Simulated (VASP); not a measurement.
# NiSb (P6_3/mmc) in VASP: settings compared, part 2 of 2

VASP 6.6.1. Earlier steps stand in the parts before.

**4. Relaxation of cell and atoms, RPBE, collinear spin, ferromagnetic start**

Contents of INCAR:

```
SYSTEM = NiSb
PREC = Accurate
ENCUT = 600
EDIFF = 1E-7
ISMEAR = 0
SIGMA = 0.1
LREAL = .FALSE.
LASPH = .TRUE.
NELM = 150
ALGO = Normal
ISIF = 3
LWAVE = .FALSE.
LCHARG = .FALSE.
ISPIN = 2
MAGMOM = 1 1 0 0
LORBIT = 11
LMAXMIX = 4
GGA = RP
IBRION = 2
NSW = 90
EDIFFG = -0.005
```

Contents of KPOINTS:

```
regular mesh
0
G
  12 12 8
  0 0 0
```

Contents of POSCAR:

```
NiSb
1.0
    3.9296697700      0.0000000000      0.0000000000
   -1.9648348800      3.4031938500      0.0000000000
    0.0000000000      0.0000000000      5.1161871700
Ni Sb
2 2
Direct
    0.0000000000      0.0000000000      0.0000000000
    0.0000000000      0.0000000000      0.5000000000
    0.3333333300      0.6666666700      0.2500000000
    0.6666666700      0.3333333300      0.7500000000
```

Potentials or basis: VASP PAW PBE potentials, release 64 (Ni, Sb).

On the command line:

```console
$ cat potpaw_PBE.64/Ni/POTCAR potpaw_PBE.64/Sb/POTCAR > POTCAR
$ mpirun -np 1 vasp_std > vasp.out
```

OUTCAR:

```text
SYSTEM = NiSb
   PREC = Accurate
   ENCUT = 600
   EDIFF = 1E-7
   ISMEAR = 0
   LREAL = .FALSE.
   LASPH = .TRUE.
   NELM = 150
   ISIF = 3
   ISPIN = 2
   LORBIT = 11
   GGA = RP
   IBRION = 2
   NSW = 90
   EDIFFG = -0.005

 ion  position               nearest neighbor table
   1  0.000  0.000  0.000-   2 2.56   2 2.56   4 2.60   3 2.60   3 2.60   4 2.60   4 2.60   3 2.60

   2  0.000  0.000  0.500-   1 2.56   1 2.56   4 2.60   3 2.60   3 2.60   4 2.60   4 2.60   3 2.60

   3  0.333  0.667  0.250-   1 2.60   2 2.60   1 2.60   2 2.60   1 2.60   2 2.60   4 3.42   4 3.42
                             4 3.42   4 3.42   4 3.42   4 3.42
   4  0.667  0.333  0.750-   1 2.60   2 2.60   1 2.60   2 2.60   1 2.60   2 2.60   3 3.42   3 3.42
                             3 3.42   3 3.42   3 3.42   3 3.42

  LATTYP: Found a hexagonal cell.
 ALAT       =     3.9296697700
 C/A-ratio  =     1.3019381957

  Lattice vectors:

 A1 = (   3.9296697700,   0.0000000000,   0.0000000000)
 A2 = (  -1.9648348800,   3.4031938500,   0.0000000000)
 A3 = (   0.0000000000,   0.0000000000,   5.1161871700)

Analysis of symmetry for initial positions (statically):
=====================================================================
 Subroutine PRICEL returns:
 Original cell was already a primitive cell.

 Routine SETGRP: Setting up the symmetry group for a
 hexagonal supercell.

 Subroutine GETGRP returns: Found 24 space group operations
 (whereof 12 operations were pure point group operations)
 out of a pool of 24 trial point group operations.

The static configuration has the point symmetry D_3d.
 The point group associated with its full space group is D_6h.

Analysis of symmetry for dynamics (positions and initial velocities):
=====================================================================
 Subroutine PRICEL returns:
 Original cell was already a primitive cell.

 Routine SETGRP: Setting up the symmetry group for a
 hexagonal supercell.

 Subroutine GETGRP returns: Found 24 space group operations
 (whereof 12 operations were pure point group operations)
 out of a pool of 24 trial point group operations.

The dynamic configuration has the point symmetry D_3d.
 The point group associated with its full space group is D_6h.

Analysis of structural, dynamic, and magnetic symmetry:
=====================================================================
 Subroutine PRICEL returns:
 Original cell was already a primitive cell.

 Routine SETGRP: Setting up the symmetry group for a
 hexagonal supercell.

 Subroutine GETGRP returns: Found 24 space group operations
 (whereof 12 operations were pure point group operations)
 out of a pool of 24 trial point group operations.

The overall configuration has the point symmetry D_3d.
 The point group associated with its full space group is D_6h.

 Subroutine INISYM returns: Found 24 space group operations
 (whereof 12 operations are pure point group operations),
 and found     1 'primitive' translations

----------------------------------------------------------------------------------------

                                     Primitive cell

  volume of cell :      68.4210

  direct lattice vectors                    reciprocal lattice vectors
     3.929669770  0.000000000  0.000000000     0.254474309  0.146920810  0.000000000
    -1.964834880  3.403193850  0.000000000     0.000000000  0.293841622  0.000000000
     0.000000000  0.000000000  5.116187170     0.000000000  0.000000000  0.195458056

  length of vectors
     3.929669770  3.929669768  5.116187170     0.293841622  0.293841622  0.195458056

  position of ions in fractional coordinates (direct lattice)
     0.000000000  0.000000000  0.000000000
     0.000000000  0.000000000  0.500000000
[... 64 lines left out ...]
   number of dos      NEDOS =    301   number of ions     NIONS =      4
   total plane-waves  NPLWV =  43008
   dimension x,y,z NGX =    32 NGY =   32 NGZ =   42
   dimension x,y,z NGXF=    64 NGYF=   64 NGZF=   84
   ions per type =               2   2
   NGX,Y,Z   is equivalent  to a cutoff of  13.54, 13.54, 13.65 a.u.
   NGXF,Y,Z  is equivalent  to a cutoff of  27.08, 27.08, 27.30 a.u.
 SYSTEM =  NiSb
   PREC   = accura    normal or accurate (medium, high low for compatibility)
   ISTART =      0    job   : 0-new  1-cont  2-samecut
   ICHARG =      2    charge: 1-file 2-atom 10-const
   ISPIN  =      2    spin polarized calculation?
   LNONCOLLINEAR =      F non collinear calculations
   LSORBIT =      F    spin-orbit coupling
   LASPH  =      T    aspherical Exc in radial PAW
   ENCUT  =  600.0 eV  44.10 Ry    6.64 a.u.   7.85  7.85 10.22*2*pi/ulx,y,z
   NELM   =    150;   NELMIN=  2; NELMDL= -5     # of ELM steps
   EDIFF  = 0.1E-06   stopping-criterion for ELM
   LREAL  =      F    real-space projection
   EDIFFG = -.5E-02   stopping-criterion for IOM
   NSW    =     90    number of steps for IOM
   IBRION =      2    ionic relax: 0-MD 1-quasi-New 2-CG
   NFREE  =      1    steps in history (QN), initial steepest desc. (CG)
   ISIF   =      3    stress and relaxation
   ISYM   =      2    0-nonsym 1-usesym 2-fastsym
   POTIM  = 0.5000    time-step for ionic-motion
   TEBEG  =    0.0;   TEEND  =   0.0 temperature during run
   PSTRESS=    0.0 pullay stress
   NELECT =      30.0000    total number of electrons
   NUPDOWN=      -1.0000    fix difference up-down
   EMIN   =  10.00;   EMAX   =-10.00  energy-range for DOS
   EFERMI =   0.00;   METHOD = LEGACY
   ISMEAR =     0;   SIGMA  =   0.10  broadening in eV -4-tet -1-fermi 0-gaus
   EFERMI_NEDOS =   21; number of points for ismear=-14 and -15
   IALGO  =     38    algorithm
   IMIX   =      4    mixing-type and parameters
     AMIX     =   0.40;   BMIX     =  1.00
     AMIX_MAG =   1.60;   BMIX_MAG =  1.00
  volume/ion in A,a.u.               =      17.11       115.43
  Fermi-wavevector in a.u.,A,eV,Ry     =   1.243709  2.350270 21.045664  1.546813
  Thomas-Fermi vector in A             =   2.378008
   LORBIT       =     11    0 simple, 1 ext, 2 COOP (PROOUT), +10 PAW based schemes
   GGA     = RP    functional components
   LHFCALC =     F    Hartree Fock is set to
   AEXX    =    0.0000 exact exchange contribution
   IVDW    =     0    specifies the selected vdW correction
   LEPSILON=     F    determine dielectric tensor
   LRPA    =     F    only Hartree local field effects (RPA)
 conjugate gradient relaxation of ions
 spin polarized calculation
 Gauss-broadening in eV      SIGMA  =   0.10
  energy-cutoff  :      600.00
  volume of cell :       68.42
 maximum number of plane-waves:      2312
 NGX is ok and might be reduce to    32
   NGX = 15   NGY = 15   NGZ = 21

--------------------------------------- Ionic step        1  -------------------------------------------

 number of electron      30.0000014 magnetization       0.0012121

 number of electron      30.0000014 magnetization      -0.0001634

 Free energy of the ion-electron system (eV)
  ---------------------------------------------------
  ext. energy  EPLUGINS =         0.00000000
  ---------------------------------------------------
  free energy    TOTEN  =       -18.39294917 eV

  energy without entropy =      -18.38505310  energy(sigma->0) =      -18.38900114

 E-fermi :  10.2023     XC(G=0): -11.4640

 val. band max:       10.1977111649   @ k =   0.1667   0.0833   0.2500
 cond. band min:      10.2072318184   @ k =   0.1667   0.1667   0.3750
 fundamental gap:      0.0095206536
 Fermi energy:        10.2022749402

 spin component 1

 k-point     1 :       0.0000    0.0000    0.0000
  band No.  band energies     occupation
      1      -2.8079      1.00000
      2       1.7820      1.00000
      3       3.9170      1.00000
      4       6.2447      1.00000
      5       6.2447      1.00000
      6       7.0184      1.00000
[... 1378 lines left out ...]
 number of electron      30.0000000 magnetization       0.0000000

 number of electron      30.0000000 magnetization      -0.0000000

 Free energy of the ion-electron system (eV)
  ---------------------------------------------------
  ext. energy  EPLUGINS =         0.00000000
  ---------------------------------------------------
  free energy    TOTEN  =       -18.46623377 eV

  energy without entropy =      -18.45696610  energy(sigma->0) =      -18.46159994

 E-fermi :   9.3835     XC(G=0): -11.1894

 val. band max:        9.3744380796   @ k =   0.4167   0.0833   0.1250
 cond. band min:       9.3849765894   @ k =   0.0833   0.0833   0.1250
 fundamental gap:      0.0105385098
 Fermi energy:         9.3834589510

 spin component 1

 k-point     1 :       0.0000    0.0000    0.0000
  band No.  band energies     occupation
      1      -3.1554      1.00000
      2       1.0847      1.00000
      3       3.4817      1.00000
      4       5.7182      1.00000
      5       5.7182      1.00000
      6       6.4713      1.00000
[... 1130 lines left out ...]
  FREE ENERGIE OF THE ION-ELECTRON SYSTEM (eV)
  ---------------------------------------------------
  free  energy   TOTEN  =       -18.4662337716 eV

  energy  without entropy=      -18.4569660999  energy(sigma->0) =      -18.46159994

 reached required accuracy - stopping structural energy minimisation

 total charge

# of ion       s       p       d       tot
------------------------------------------
    1        0.428   0.437   8.432   9.296
    2        0.428   0.437   8.432   9.296
    3        1.132   1.188   0.067   2.387
    4        1.132   1.188   0.067   2.387
--------------------------------------------------
tot          3.120   3.248  16.998  23.366

 magnetization (x)

# of ion       s       p       d       tot
------------------------------------------
    1        0.000  -0.000   0.000   0.000
    2        0.000  -0.000   0.000   0.000
    3        0.000   0.000  -0.000   0.000
    4        0.000   0.000  -0.000   0.000
--------------------------------------------------
tot          0.000   0.000   0.000   0.000
```

Wall time 17 min (1 thread of Intel Xeon Platinum 8375C at 2.90GHz (Ice Lake), shared host); peak memory 0.42 GiB.

Results:

| Item | Value |
| --- | --- |
| Free energy | -18.4662 eV |
| Relaxed volume | 18.07 Å³/atom |
| Relaxed cell | a = 4.004 Å, b = 4.004 Å, c = 5.205 Å, α = 90.00°, β = 90.00°, γ = 120.00° |
| Space group after relaxing (to 0.05 Å) | P6_3/mmc (No. 194) |
| Energy gained by relaxing | 18.3 meV/atom |
| Ionic steps | 8 |
| Pressure after relaxing | 0.0 GPa |
| Band gap on the k mesh | none (metal or under the smearing width) |
| Net moment | 0.00 μB per cell |
| Valence electrons inside the program's atomic spheres | Ni 9.30; Sb 2.39 |

The path:
| step | energy change (eV) | largest force (eV/Å) | pressure (GPa) | volume (Å³) |
| --- | --- | --- | --- | --- |
| 1 | 0.0000 | 0.0000 | 6.45 | 68.42 |
| 2 | -0.0320 | 0.0000 | -3.95 | 75.47 |
| 3 | -0.0733 | 0.0000 | -0.03 | 72.29 |
| 4 | -0.0733 | 0.0000 | 0.11 | 72.21 |
| 5 | -0.0733 | 0.0000 | 0.07 | 72.21 |
| 6 | -0.0733 | 0.0000 | 0.10 | 72.21 |
| 7 | -0.0733 | 0.0000 | 0.08 | 72.23 |
| 8 | -0.0733 | 0.0000 | 0.01 | 72.27 |

Final structure:
```yaml
crystal:
  lattice:
    - [4.00395, 0.00000, 0.00000]
    - [-2.00198, 3.46752, 0.00000]
    - [0.00000, 0.00000, 5.20536]
  atoms:
    - { symbol: Ni, position: [0.00000, 0.00000, 0.00000] }
    - { symbol: Ni, position: [0.00000, 0.00000, 0.50000] }
    - { symbol: Sb, position: [0.33333, 0.66667, 0.25000] }
    - { symbol: Sb, position: [0.66667, 0.33333, 0.75000] }
```

Caveat: the PAW data sets were made with another functional, which shifts forces and pressure a little. Spin-orbit coupling is left out, which matters for the levels of Sb.

**5. Relaxation of cell and atoms, PBEsol**

Edit INCAR of step 4 so:

```diff
@@ -13,7 +13,3 @@
 LCHARG = .FALSE.
-ISPIN = 2
-MAGMOM = 1 1 0 0
-LORBIT = 11
-LMAXMIX = 4
-GGA = RP
+GGA = PS
 IBRION = 2
```

KPOINTS is that of step 4.

POSCAR is that of step 4.

Potentials or basis: VASP PAW PBE potentials, release 64 (Ni, Sb).

On the command line:

```console
$ cat potpaw_PBE.64/Ni/POTCAR potpaw_PBE.64/Sb/POTCAR > POTCAR
$ mpirun -np 1 vasp_std > vasp.out
```

OUTCAR:

```text
SYSTEM = NiSb
   PREC = Accurate
   ENCUT = 600
   EDIFF = 1E-7
   ISMEAR = 0
   LREAL = .FALSE.
   LASPH = .TRUE.
   NELM = 150
   ISIF = 3
   GGA = PS
   IBRION = 2
   NSW = 90
   EDIFFG = -0.005

 ion  position               nearest neighbor table
   1  0.000  0.000  0.000-   2 2.56   2 2.56   4 2.60   3 2.60   3 2.60   4 2.60   4 2.60   3 2.60

   2  0.000  0.000  0.500-   1 2.56   1 2.56   4 2.60   3 2.60   3 2.60   4 2.60   4 2.60   3 2.60

   3  0.333  0.667  0.250-   1 2.60   2 2.60   1 2.60   2 2.60   1 2.60   2 2.60   4 3.42   4 3.42
                             4 3.42   4 3.42   4 3.42   4 3.42
   4  0.667  0.333  0.750-   1 2.60   2 2.60   1 2.60   2 2.60   1 2.60   2 2.60   3 3.42   3 3.42
                             3 3.42   3 3.42   3 3.42   3 3.42

  LATTYP: Found a hexagonal cell.
 ALAT       =     3.9296697700
 C/A-ratio  =     1.3019381957

  Lattice vectors:

 A1 = (   3.9296697700,   0.0000000000,   0.0000000000)
 A2 = (  -1.9648348800,   3.4031938500,   0.0000000000)
 A3 = (   0.0000000000,   0.0000000000,   5.1161871700)
[... 191 lines left out ...]
 Fermi energy:         9.9095476701

 k-point     1 :       0.0000    0.0000    0.0000
  band No.  band energies     occupation
      1      -3.1196      2.00000
      2       1.4574      2.00000
      3       3.6253      2.00000
      4       5.9436      2.00000
      5       5.9436      2.00000
      6       6.7136      2.00000
[... 746 lines left out ...]
--------------------------------------- Ionic step        7  -------------------------------------------

 number of electron      30.0000008 magnetization

 Free energy of the ion-electron system (eV)
  ---------------------------------------------------
  ext. energy  EPLUGINS =         0.00000000
  ---------------------------------------------------
  free energy    TOTEN  =       -22.68591192 eV

  energy without entropy =      -22.67777635  energy(sigma->0) =      -22.68184413

 E-fermi :  10.1480     XC(G=0): -11.7389

 val. band max:       10.1456114238   @ k =   0.1667   0.1667   0.3750
 cond. band min:      10.1514577667   @ k =   0.1667   0.0833   0.2500
 fundamental gap:      0.0058463429
 Fermi energy:        10.1479555561

 k-point     1 :       0.0000    0.0000    0.0000
  band No.  band energies     occupation
      1      -3.0195      2.00000
      2       1.6950      2.00000
      3       3.7748      2.00000
      4       6.0864      2.00000
      5       6.0864      2.00000
      6       6.8620      2.00000
[... 550 lines left out ...]
  FREE ENERGIE OF THE ION-ELECTRON SYSTEM (eV)
  ---------------------------------------------------
  free  energy   TOTEN  =       -22.6859119153 eV

  energy  without entropy=      -22.6777763481  energy(sigma->0) =      -22.68184413

 reached required accuracy - stopping structural energy minimisation
```

It took 6.7 min on 1 thread of Intel Xeon Platinum 8375C at 2.90GHz (Ice Lake), shared host; peak memory 0.32 GiB.

Results:

```
Free energy                            : -22.6859 eV
Relaxed volume                         : 16.84 Å³/atom
Relaxed cell                           : a = 3.915 Å, b = 3.915 Å, c = 5.074 Å, α = 90.00°, β = 90.00°, γ = 120.00°
Space group after relaxing (to 0.05 Å) : P6_3/mmc (No. 194)
Energy gained by relaxing              : 1.8 meV/atom
Ionic steps                            : 7
Pressure after relaxing                : 0.0 GPa
Band gap on the k mesh                 : none (metal or under the smearing width)
```

The path:
```csv
step,energy change (eV),largest force (eV/Å),pressure (GPa),volume (Å³)
1,0.0000,0.0000,-1.95,68.42
2,-0.0012,0.0000,1.98,66.38
3,-0.0069,0.0000,0.03,67.33
4,-0.0069,0.0000,0.01,67.35
5,-0.0071,0.0000,-0.07,67.36
6,-0.0071,0.0000,-0.04,67.36
7,-0.0071,0.0000,-0.04,67.37
```

Final structure:
```xyz
4
Lattice="3.9153 0.0000 0.0000 -1.9577 3.3908 0.0000 0.0000 0.0000 5.0742" Properties=species:S:1:pos:R:3 pbc="T T T"
Ni    1.9577    3.3908    0.0000
Ni    1.9577    3.3908    2.5371
Sb    0.0000    2.2605    1.2686
Sb    1.9577    1.1303    3.8057
```

Caveat: the PAW data sets were made with another functional, which shifts forces and pressure a little. Spin polarisation is off, so any magnetic state and its effect on volume and gap are missing.

**6. The runs side by side**

| task | level | spin | cell | cutoff (eV) | gap on the mesh (eV) | pressure (GPa) | moment (μB) | relaxed volume (Å³/atom) |
| --- | --- | --- | --- | --- | --- | --- | --- | --- |
| single point | PBEsol | collinear, ferromagnetic start | as given | 520 | none | -1.9 | 0.00 | - |
| relaxation of cell and atoms | PBEsol | collinear, ferromagnetic start | relaxed | 580 | none | 0.0 | 0.00 | 16.84 |
| relaxation of cell and atoms | RPBE | collinear, ferromagnetic start | relaxed | 600 | none | 0.0 | 0.00 | 18.07 |
| relaxation of cell and atoms | PBEsol | off | relaxed | 600 | none | 0.0 | - | 16.84 |

Alike in all rows: potentials or basis VASP PAW PBE potentials, release 64 (Ni, Sb); k mesh 12 × 12 × 8; smearing gaussian 0.1 eV.

Caveats: the PAW data sets were made with another functional, which shifts forces and pressure a little.

Absolute energies hang on the potentials; compare differences alone.
